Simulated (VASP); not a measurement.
# CdF2 (I4/mmm) in VASP: further runs

One crystal, CdF2, is run at these levels: r2SCAN; tasks: single point.

Program: VASP 6.6.1. These are calculated values, not measurements. Logs are shortened: lines on timing, memory, paths and dates and some standing lists are left out, and cuts for length are marked.

**1. The cell of the first run**

The structure is tetragonal, space group I4/mmm (No. 139). Conventional cell: a = 3.810 Å, b = 3.810 Å, c = 5.547 Å, α = 90.00°, β = 90.00°, γ = 90.00°. Cd (site symmetry 4/mmm) is surrounded by 8 F at 2.36 Å. Around F (site symmetry -4m2) lie 4 Cd at 2.36 Å and 4 F at 2.69 Å.

The cell was built by a generator and needn't be a form met in nature.

**2. Single point, r2SCAN (uniaxial_x strain +3.0%)**

The input, POSCAR:

```
CdF2
1.0
    0.0000000000      2.6941776810      2.6941776810
    2.7736559226      0.0000000000      2.6941776810
    2.7736559226      2.6941776810      0.0000000000
Cd F
1 2
Direct
    0.0000000000      0.0000000000      0.0000000000
    0.2500000000      0.2500000000      0.2500000000
    0.7500000000      0.7500000000      0.7500000000
```

The input, INCAR.step1:

```
  ALGO = Normal
  EDIFF = 1E-4
  ENCUT = 520
  GGA = PE
  ISMEAR = 0
  LASPH = T
  LCHARG = F
  LREAL = F
  LWAVE = T
  NBANDS = 20
  NELM = 100
  PREC = Accurate
  SIGMA = 0.01
```

The input, INCAR.step2:

```
  ALGO = Normal
  EDIFF = 1E-6
  ENCUT = 520
  ISIF = 2
  ISMEAR = 0
  ISTART = 1
  LASPH = T
  LCHARG = F
  LMIXTAU = T
  LREAL = F
  LWAVE = F
  METAGGA = R2SCAN
  NBANDS = 20
  NELM = 100
  PREC = Accurate
  SIGMA = 0.01
```

The input, KPOINTS:

```
k-points
0
Gamma
  8 8 8
```

Potentials or basis: VASP PAW PBE potentials, release 64 (Cd, F).

Launch:

```
$ cat potpaw_PBE.64/Cd/POTCAR potpaw_PBE.64/F/POTCAR > POTCAR
$ cp INCAR.step1 INCAR
$ mpirun -np 1 vasp_std > vasp.out
$ cp INCAR.step2 INCAR
$ mpirun -np 1 vasp_std > vasp.out
```

OUTCAR:

```text
EDIFF = 1E-6
   ENCUT = 520
   ISIF = 2
   ISMEAR = 0
   ISTART = 1
   LASPH = T
   LREAL = F
   METAGGA = R2SCAN
   NELM = 100
   PREC = Accurate

 ion  position               nearest neighbor table
   1  0.000  0.000  0.000-   3 2.36   3 2.36   3 2.36   2 2.36   3 2.36   2 2.36   2 2.36   2 2.36

   2  0.250  0.250  0.250-   1 2.36   1 2.36   1 2.36   1 2.36
   3  0.750  0.750  0.750-   1 2.36   1 2.36   1 2.36   1 2.36

  LATTYP: Found a body centered tetragonal cell.
 ALAT       =     3.8101426159
 C/A-ratio  =     1.4559328625

  Lattice vectors:

 A1 = (   2.7736559226,   0.0000000000,   2.6941776810)
 A2 = (   2.7736559226,   0.0000000000,  -2.6941776810)
 A3 = (  -2.7736559226,   2.6941776810,   0.0000000000)

Analysis of symmetry for initial positions (statically):
=====================================================================
 Subroutine PRICEL returns:
 Original cell was already a primitive cell.

 Routine SETGRP: Setting up the symmetry group for a
 body centered tetragonal supercell.

 Subroutine GETGRP returns: Found 16 space group operations
 (whereof 16 operations were pure point group operations)
 out of a pool of 16 trial point group operations.

The static configuration has the point symmetry D_4h.

Analysis of symmetry for dynamics (positions and initial velocities):
=====================================================================
 Subroutine PRICEL returns:
 Original cell was already a primitive cell.

 Routine SETGRP: Setting up the symmetry group for a
 body centered tetragonal supercell.

 Subroutine GETGRP returns: Found 16 space group operations
 (whereof 16 operations were pure point group operations)
 out of a pool of 16 trial point group operations.

The dynamic configuration has the point symmetry D_4h.

 Subroutine INISYM returns: Found 16 space group operations
 (whereof 16 operations are pure point group operations),
 and found     1 'primitive' translations

----------------------------------------------------------------------------------------

                                     Primitive cell

  volume of cell :      40.2657

  direct lattice vectors                    reciprocal lattice vectors
[... 78 lines left out ...]
   NGXF,Y,Z  is equivalent  to a cutoff of  24.43, 25.80, 25.80 a.u.
 SYSTEM =  unknown system
   PREC   = accura    normal or accurate (medium, high low for compatibility)
   ISTART =      1    job   : 0-new  1-cont  2-samecut
   ICHARG =      0    charge: 1-file 2-atom 10-const
   ISPIN  =      1    spin polarized calculation?
   LNONCOLLINEAR =      F non collinear calculations
   LSORBIT =      F    spin-orbit coupling
   LASPH  =      T    aspherical Exc in radial PAW
   ENCUT  =  520.0 eV  38.22 Ry    6.18 a.u.   7.08  7.19  7.19*2*pi/ulx,y,z
   NELM   =    100;   NELMIN=  2; NELMDL=  0     # of ELM steps
   EDIFF  = 0.1E-05   stopping-criterion for ELM
   LREAL  =      F    real-space projection
   EDIFFG = 0.1E-04   stopping-criterion for IOM
   NSW    =      0    number of steps for IOM
   IBRION =     -1    ionic relax: 0-MD 1-quasi-New 2-CG
   NFREE  =      0    steps in history (QN), initial steepest desc. (CG)
   ISIF   =      2    stress and relaxation
   ISYM   =      2    0-nonsym 1-usesym 2-fastsym
   POTIM  = 0.5000    time-step for ionic-motion
   TEBEG  =    0.0;   TEEND  =   0.0 temperature during run
   PSTRESS=    0.0 pullay stress
   NELECT =      26.0000    total number of electrons
   NUPDOWN=      -1.0000    fix difference up-down
   EMIN   =  10.00;   EMAX   =-10.00  energy-range for DOS
   EFERMI =   0.00;   METHOD = LEGACY
   ISMEAR =     0;   SIGMA  =   0.01  broadening in eV -4-tet -1-fermi 0-gaus
   EFERMI_NEDOS =   21; number of points for ismear=-14 and -15
   IALGO  =     38    algorithm
   IMIX   =      4    mixing-type and parameters
     AMIX     =   0.40;   BMIX     =  1.00
     AMIX_MAG =   1.60;   BMIX_MAG =  1.00
  volume/ion in A,a.u.               =      13.42        90.58
  Fermi-wavevector in a.u.,A,eV,Ry     =   1.414993  2.673949 27.241652  2.002205
  Thomas-Fermi vector in A             =   2.536478
   LORBIT       =      0    0 simple, 1 ext, 2 COOP (PROOUT), +10 PAW based schemes
   METAGGA = R2SCAN    functional components
   LHFCALC =     F    Hartree Fock is set to
   AEXX    =    0.0000 exact exchange contribution
   IVDW    =     0    specifies the selected vdW correction
   LEPSILON=     F    determine dielectric tensor
   LRPA    =     F    only Hartree local field effects (RPA)
 non-spin polarized calculation
 Gauss-broadening in eV      SIGMA  =   0.01
  energy-cutoff  :      520.00
  volume of cell :       40.27
 maximum number of plane-waves:      1095
   NGX = 15   NGY = 15   NGZ = 15

 number of electron      25.9999995 magnetization

 Free energy of the ion-electron system (eV)
  ---------------------------------------------------
  ext. energy  EPLUGINS =         0.00000000
  ---------------------------------------------------
  free energy    TOTEN  =       -33.70888454 eV

  energy without entropy =      -33.70888454  energy(sigma->0) =      -33.70888454

 E-fermi :  -2.0098     XC(G=0): -10.8792

 val. band max:       -2.0522026298   @ k =   0.5000  -0.2500   0.2500
 cond. band min:       1.5549831923   @ k =   0.0000   0.0000   0.0000
 fundamental gap:      3.6071858221
 Fermi energy:        -2.0097990301

 k-point     1 :       0.0000    0.0000    0.0000
  band No.  band energies     occupation
      1     -23.8585      2.00000
      2     -22.8650      2.00000
      3      -7.6391      2.00000
      4      -7.6202      2.00000
      5      -7.6201      2.00000
      6      -6.5266      2.00000
[... 541 lines left out ...]
     19      16.8939      0.00000
     20      19.2824      0.00000

 [... further k-points ...]
[... 5 lines left out ...]
  --------------------------------------------------------------------------------------
  -------------------------------------------------------------------------------------
  Total       -1.1091576     -0.2903827     -0.2903827      0.0000000      0.0000000      0.0000000
  in kB      -44.1335430    -11.5543716    -11.5543716      0.0000000      0.0000000      0.0000000
  external PRESSURE =     -22.4140954 kB  Pullay stress =       0.0000000 kB

 VOLUME and BASIS-vectors are now :
 -----------------------------------------------------------------------------
  energy-cutoff  :      520.00
  volume of cell :       40.27
      direct lattice vectors                 reciprocal lattice vectors
     0.000000000  2.694177681  2.694177681    -0.180267493  0.185585384  0.185585384
     2.773655923  0.000000000  2.694177681     0.180267493 -0.185585384  0.185585384
     2.773655923  2.694177681  0.000000000     0.180267493  0.185585384 -0.185585384

 POSITION                                       TOTAL-FORCE (eV/Angst)
 -----------------------------------------------------------------------------------
      0.00000      0.00000      0.00000         0.000000     -0.000000     -0.000000
      1.38683      1.34709      1.34709         0.000000      0.000000      0.000000
      4.16048      4.04127      4.04127        -0.000000     -0.000000     -0.000000
 -----------------------------------------------------------------------------------
    total drift:                                0.000000      0.000000      0.000000

  FREE ENERGIE OF THE ION-ELECTRON SYSTEM (eV)
  ---------------------------------------------------
  free  energy   TOTEN  =       -33.7088845363 eV

  energy  without entropy=      -33.7088845363  energy(sigma->0) =      -33.70888454
```

OUTCAR.step1:

```text
EDIFF = 1E-4
   ENCUT = 520
   GGA = PE
   ISMEAR = 0
[... 780 lines left out ...]
      0.00000      0.00000      0.00000         0.000000     -0.000000      0.000000
      1.38683      1.34709      1.34709         0.000000      0.000000      0.000000
      4.16048      4.04127      4.04127        -0.000000     -0.000000     -0.000000
 -----------------------------------------------------------------------------------
    total drift:                                0.000000      0.000000      0.000000

  FREE ENERGIE OF THE ION-ELECTRON SYSTEM (eV)
  ---------------------------------------------------
  free  energy   TOTEN  =       -10.8866511821 eV

  energy  without entropy=      -10.8866511821  energy(sigma->0) =      -10.88665118
```

OSZICAR.step1:

```text
N       E                     dE             d eps       ncg     rms          rms(c)
DAV:   1     0.197032803953E+03    0.19703E+03   -0.15472E+04  2456   0.132E+03
DAV:   2    -0.394282651114E+01   -0.20098E+03   -0.19387E+03  2584   0.344E+02
DAV:   3    -0.125998759422E+02   -0.86570E+01   -0.86341E+01  2692   0.770E+01
DAV:   4    -0.126387928622E+02   -0.38917E-01   -0.38915E-01  2572   0.525E+00
DAV:   5    -0.126389381590E+02   -0.14530E-03   -0.14530E-03  2676   0.287E-01    0.988E+00
DAV:   6    -0.108585455997E+02    0.17804E+01   -0.40967E+00  2984   0.383E+01    0.712E+00
DAV:   7    -0.109040627293E+02   -0.45517E-01   -0.91416E-01  2440   0.859E+00    0.405E+00
DAV:   8    -0.108952488378E+02    0.88139E-02   -0.14732E-01  2472   0.351E+00    0.728E-01
DAV:   9    -0.108859622298E+02    0.92866E-02   -0.35590E-02  2792   0.224E+00    0.921E-02
DAV:  10    -0.108865233229E+02   -0.56109E-03   -0.29615E-03  2440   0.615E-01    0.124E-01
DAV:  11    -0.108866279733E+02   -0.10465E-03   -0.16281E-04  2100   0.131E-01    0.413E-02
DAV:  12    -0.108866511821E+02   -0.23209E-04   -0.45544E-05  1936   0.574E-02
   1 F= -.10886651E+02 E0= -.10886651E+02  d E =-.363701E-27
```

Wall time 80 s (1 thread of AMD EPYC 9R45 (Zen 5), shared host); peak memory 0.16 GiB.

Results:

```
Free energy            : -33.7089 eV
Pressure               : -2.2 GPa
Band gap on the k mesh : 3.61 eV, indirect (least direct gap 4.12 eV)
```

Caveat: the PAW data sets were made with another functional, which shifts forces and pressure a little.

**3. Single point, r2SCAN (shear_111 strain -2.7%)**

The input, POSCAR:

```
CdF2
1.0
   -0.0481359746      2.6460417065      2.6460417065
    2.6460417065     -0.0481359746      2.6460417065
    2.6460417065      2.6460417065     -0.0481359746
Cd F
1 2
Direct
    0.0000000000      0.0000000000      0.0000000000
    0.2513961837      0.2513961837      0.2513961837
    0.7486038163      0.7486038163      0.7486038163
```

The input, INCAR.step1:

```
PREC     = Accurate       # precision mode
ENCUT    = 520            # plane-wave cutoff, eV
ISMEAR   = 0              # smearing method
SIGMA    = 0.01           # smearing width, eV
LREAL    = False          # projectors in reciprocal space
LASPH    = True           # aspherical terms in the spheres
NELM     = 100            # most SCF steps
NBANDS   = 20             # bands
GGA      = PE             # functional
ALGO     = Normal         # electronic algorithm
EDIFF    = 1E-4           # SCF threshold, eV
LWAVE    = True           # write WAVECAR
LCHARG   = False          # write CHGCAR
```

The input, INCAR.step2:

```
PREC     = Accurate       # precision mode
ENCUT    = 520            # plane-wave cutoff, eV
EDIFF    = 1E-6           # SCF threshold, eV
ISMEAR   = 0              # smearing method
SIGMA    = 0.01           # smearing width, eV
LREAL    = False          # projectors in reciprocal space
LASPH    = True           # aspherical terms in the spheres
NELM     = 100            # most SCF steps
ALGO     = Normal         # electronic algorithm
ISIF     = 2              # what is computed and relaxed
LWAVE    = False          # write WAVECAR
LCHARG   = True           # write CHGCAR
METAGGA  = R2SCAN         # meta-GGA
LMIXTAU  = True         
LELF     = True           # ELF
LVHAR    = True         
NBANDS   = 20             # bands
ISTART   = 1
```

The input, KPOINTS:

```
regular mesh
0
Gamma
  8 8 8
```

Potentials or basis: VASP PAW PBE potentials, release 64 (Cd, F).

Launch:

```
$ cat potpaw_PBE.64/Cd/POTCAR potpaw_PBE.64/F/POTCAR > POTCAR
$ cp INCAR.step1 INCAR
$ mpirun -np 1 vasp_std > vasp.out
$ cp INCAR.step2 INCAR
$ mpirun -np 1 vasp_std > vasp.out
```

OUTCAR:

```text
PREC = Accurate
   ENCUT = 520
   EDIFF = 1E-6
   ISMEAR = 0
   LREAL = False
   LASPH = True
   NELM = 100
   ISIF = 2
   METAGGA = R2SCAN
   ISTART = 1

 ion  position               nearest neighbor table
   1  0.000  0.000  0.000-   2 2.28   3 2.28   3 2.32   3 2.32   3 2.32   2 2.32   2 2.32   2 2.32

   2  0.251  0.251  0.251-   1 2.28   1 2.32   1 2.32   1 2.32
   3  0.749  0.749  0.749-   1 2.28   1 2.32   1 2.32   1 2.32
[... 750 lines left out ...]

  FORCE on cell =-STRESS in cart. coord.  units (eV):
  Direction    XX          YY          ZZ          XY          YZ          ZX
  --------------------------------------------------------------------------------------
  -------------------------------------------------------------------------------------
  Total        1.0654422      1.0654422      1.0654422      0.1329913      0.1329913      0.1329913
  in kB       44.8466151     44.8466151     44.8466151      5.5978747      5.5978747      5.5978747
  external PRESSURE =      44.8466151 kB  Pullay stress =       0.0000000 kB

 VOLUME and BASIS-vectors are now :
 -----------------------------------------------------------------------------
  energy-cutoff  :      520.00
  volume of cell :       38.06
      direct lattice vectors                 reciprocal lattice vectors
    -0.048135975  2.646041707  2.646041707    -0.183881833  0.187288935  0.187288935
     2.646041707 -0.048135975  2.646041707     0.187288935 -0.183881833  0.187288935
     2.646041707  2.646041707 -0.048135975     0.187288935  0.187288935 -0.183881833

 POSITION                                       TOTAL-FORCE (eV/Angst)
 -----------------------------------------------------------------------------------
      0.00000      0.00000      0.00000         0.000000     -0.000000     -0.000000
      1.31831      1.31831      1.31831         0.007080      0.007080      0.007080
      3.92564      3.92564      3.92564        -0.007080     -0.007080     -0.007080
 -----------------------------------------------------------------------------------
    total drift:                               -0.000000     -0.000000      0.000000

  FREE ENERGIE OF THE ION-ELECTRON SYSTEM (eV)
  ---------------------------------------------------
  free  energy   TOTEN  =       -33.6961964368 eV

  energy  without entropy=      -33.6961964368  energy(sigma->0) =      -33.69619644
```

OSZICAR.step1:

```text
N       E                     dE             d eps       ncg     rms          rms(c)
DAV:   1     0.196785694316E+03    0.19679E+03   -0.15681E+04  2696   0.133E+03
DAV:   2    -0.427435574423E+01   -0.20106E+03   -0.19290E+03  2836   0.347E+02
DAV:   3    -0.124408362408E+02   -0.81665E+01   -0.81435E+01  3024   0.763E+01
DAV:   4    -0.124759630330E+02   -0.35127E-01   -0.35125E-01  2780   0.509E+00
DAV:   5    -0.124760906586E+02   -0.12763E-03   -0.12763E-03  3028   0.274E-01    0.107E+01
DAV:   6    -0.107697734236E+02    0.17063E+01   -0.38612E+00  3300   0.367E+01    0.781E+00
DAV:   7    -0.108156750465E+02   -0.45902E-01   -0.87468E-01  2672   0.851E+00    0.446E+00
DAV:   8    -0.108100465551E+02    0.56285E-02   -0.12586E-01  2704   0.344E+00    0.689E-01
DAV:   9    -0.108019145374E+02    0.81320E-02   -0.31300E-02  3176   0.231E+00    0.848E-02
DAV:  10    -0.108024851301E+02   -0.57059E-03   -0.28035E-03  2684   0.568E-01    0.117E-01
DAV:  11    -0.108025795451E+02   -0.94415E-04   -0.99315E-05  2288   0.957E-02
   1 F= -.10802580E+02 E0= -.10802580E+02  d E =-.116019E-11
```

It took 77 s on 1 thread of AMD EPYC 9R45 (Zen 5), shared host; peak memory 0.16 GiB.

Results:

- Free energy: -33.6962 eV
- Pressure: 4.5 GPa
- Largest force: 0.012 eV/Å
- Band gap on the k mesh: 3.85 eV, indirect (least direct gap 4.25 eV)

Forces on the atoms (eV/Å):
```
Cd   0.000  0.000  0.000
F    0.007  0.007  0.007
F   -0.007 -0.007 -0.007
```

Stress tensor (GPa, compression positive):
```
4.48 0.56 0.56
0.56 4.48 0.56
0.56 0.56 4.48
```

Caveat: the PAW data sets were made with another functional, which shifts forces and pressure a little.

**4. Single point, r2SCAN (biaxial_xy strain +1.6%)**

The input, POSCAR:

```
CdF2
1.0
    0.0000000000      2.7383621950      2.6941776810
    2.7383621950      0.0000000000      2.6941776810
    2.7383621950      2.7383621950      0.0000000000
Cd F
1 2
Direct
    0.0000000000      0.0000000000      0.0000000000
    0.2500000000      0.2500000000      0.2500000000
    0.7500000000      0.7500000000      0.7500000000
```

The input, INCAR.step1:

```
SYSTEM = CdF2
  PREC = Accurate
  ENCUT = 520
  ISMEAR = 0
  SIGMA = 0.01
  LREAL = .False.
  LASPH = .True.
  NELM = 100
  NBANDS = 20
  GGA = PE
  ALGO = Normal
  EDIFF = 1E-4
  LWAVE = .True.
  LCHARG = .False.
```

The input, INCAR.step2:

```
SYSTEM = CdF2
  PREC = Accurate
  ENCUT = 520
  EDIFF = 1E-6
  ISMEAR = 0
  SIGMA = 0.01
  LREAL = .False.
  LASPH = .True.
  NELM = 100
  ALGO = Normal
  ISIF = 2
  LWAVE = .False.
  LCHARG = .False.
  METAGGA = R2SCAN
  LMIXTAU = .True.
  NBANDS = 20
  ISTART = 1
```

The input, KPOINTS:

```
regular mesh
0
Gamma
  8 8 8
  0 0 0
```

Launch:

```
$ cat potpaw_PBE.64/Cd/POTCAR potpaw_PBE.64/F/POTCAR > POTCAR
$ cp INCAR.step1 INCAR
$ mpirun -np 1 vasp_std > vasp.out
$ cp INCAR.step2 INCAR
$ mpirun -np 1 vasp_std > vasp.out
```

Wall time 86 s (1 thread of AMD EPYC 9R45 (Zen 5), shared host); peak memory 0.16 GiB.

It converged, with:

```
Free energy            : -33.7125 eV
Pressure               : -2.6 GPa
Band gap on the k mesh : 3.62 eV, indirect (least direct gap 4.16 eV)
```

Stress tensor (GPa, compression positive):
```
-3.20  0.00  0.00
 0.00 -3.20  0.00
 0.00  0.00 -1.37
```

Levels at points of the mesh, in eV from the valence-band top:
```csv
k point,band 11,band 12,band 13,band 14,band 15,band 16
"(0.00, 0.00, 0.00)",-0.59,-0.54,-0.54,3.62,13.40,13.45
"(0.50, 0.00, 0.00)",-1.72,-0.44,-0.43,7.71,9.57,15.22
"(0.50, 0.50, 0.00)",-0.40,-0.11,-0.11,8.56,10.32,12.10
"(0.50, 0.00, 0.50)",-0.49,-0.12,-0.06,8.59,10.35,12.10
```

Caveat: the PAW data sets were made with another functional, which shifts forces and pressure a little.

**5. Overview**

| cell | gap on the mesh (eV) | pressure (GPa) |
| --- | --- | --- |
| uniaxial_x strain +3.0% | 3.61 | -2.2 |
| shear_111 strain -2.7% | 3.85 | 4.5 |
| biaxial_xy strain +1.6% | 3.62 | -2.6 |

Alike in all rows: task single point; level r2SCAN; potentials or basis VASP PAW PBE potentials, release 64 (Cd, F); no spin polarisation; k mesh 8 × 8 × 8; cutoff (eV) 520; smearing gaussian 0.01 eV.

Caveats: the PAW data sets were made with another functional, which shifts forces and pressure a little.

Absolute energies hang on the potentials; compare differences alone.
